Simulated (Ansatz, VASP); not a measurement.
## Ni in VASP and in Ansatz

```
CELL_PARAMETERS angstrom
4.11297 0.00000 0.00000
-2.05648 3.56194 0.00000
0.00000 0.00000 2.52143
ATOMIC_POSITIONS crystal
Ni 0.00000 0.00000 0.00000
Ni 0.33333 0.66667 0.50000
Ni 0.66667 0.33333 0.50000
```

Alike in both runs: task single point; functional PBE; k mesh 6 × 6 × 8; occupations gaussian, width 0.1 eV; collinear spin.

|  | VASP | Ansatz |
| --- | --- | --- |
| version | VASP 6.6.1 | Ansatz 0.2.0 |
| potentials or method | VASP PAW PBE potentials, release 64 (Ni) | scalar-relativistic, plane waves, PAW |
| plane-wave cutoff (eV) | 520 | 420 |
| valence electrons in the cell | 30 | 54 |

|  | VASP | Ansatz | Ansatz less VASP |
| --- | --- | --- | --- |
| gap on the k mesh at the Fermi level (eV) | none | none | - |
| pressure (GPa) | -14.6 | -14.8 | -0.19 |
| largest component of the traceless stress (GPa) | 1.14 | 0.96 | -0.179 |
| net moment per atom (μB) | 0.69 | 0.71 | +0.019 |
| size of the moment on the site where the two differ most (μB) | 0.72 | 0.77 | +0.047 |

Site moments also hang on the region over which each program counts them. A gap of «none» marks a metal or a gap that the smearing closes. The two sets of potentials don't hold the same shells in valence.
